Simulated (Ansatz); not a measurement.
# W: the cost of one run

Method: DFT PBE, scalar-relativistic, plane waves, PAW, in Ansatz 0.2.0.

1 further run of the same task is left out (set aside as unsound or not needed).

## 1. The starting structure

Symmetry: Fd-3m, No. 227, cubic system. Conventional cell: a = 5.761 Å, b = 5.761 Å, c = 5.761 Å, α = 90.00°, β = 90.00°, γ = 90.00°. Ge (site symmetry -43m) has 4 Ge at 2.49 Å as nearest neighbours.

As a file:

```cif
data_structure
_symmetry_space_group_name_H-M 'P 1'
_symmetry_Int_Tables_number 1
_cell_length_a 4.0737
_cell_length_b 4.0737
_cell_length_c 4.0737
_cell_angle_alpha 60.000
_cell_angle_beta 60.000
_cell_angle_gamma 60.000
_cell_volume 47.80
loop_
_atom_site_label
_atom_site_type_symbol
_atom_site_fract_x
_atom_site_fract_y
_atom_site_fract_z
_atom_site_occupancy
Ge1 Ge 0.50000 0.50000 0.50000 1
Ge2 Ge 0.75000 0.75000 0.75000 1
```

It is the result of an earlier relaxation at this level (volume 23.90 Å³/atom; gap on the mesh: none (metal)).

The bulk reference comes from a run made before at the same settings: -4294.9837 eV/atom.

## 2. W strained to the base's plane

The (110) plane of W is fitted to the (110) plane of Ge, a strain of +4.5 % along x and +4.5 % along y; the third vector and the atoms relax.

File input.yaml:

```yaml
crystal:
  lattice:
    - [5.7610695454, 0.0, 0.0]
    - [0.0, 8.1473826848, 0.0]
    - [-0.9601782576, -1.3578971141, 2.1358084156]
  atoms:
    - { symbol: W, position: [0.0, 0.0, 0.0] }
    - { symbol: W, position: [0.5, 0.0, 0.0] }
    - { symbol: W, position: [0.3333333333, 0.3333333333, 0.0] }
    - { symbol: W, position: [0.1666666667, 0.6666666667, 0.0] }
    - { symbol: W, position: [0.8333333333, 0.3333333333, 0.0] }
    - { symbol: W, position: [0.6666666667, 0.6666666667, 0.0] }
basis:
  ecutwfc: 420
kpoints:
  mp_grid: { grid: [6, 5, 16] }
hamiltonian:
  xc: pbe
scf:
  occupations: { method: gaussian, width: 0.1 }
output:
  forces: true
  stress: true
  eigenvalues: true
relax:
  adjacent_minimum: "off"
  f_tol: 0.01
  max_steps: 50
  cell: { fix: [a, b, gamma], stress_tol: 0.1 }
```

The run is started by

```bash
> ansatz run input.yaml --threads 8 --pin off --max-ram 20480MiB --backend cpu --events-out ev --progress --plain --runs-dir out
```

**Question.** How long does this run take on 8 threads of Arm Neoverse V1, shared host, and how much memory does it need?

About 57 s, with a peak of 1.2 GiB.
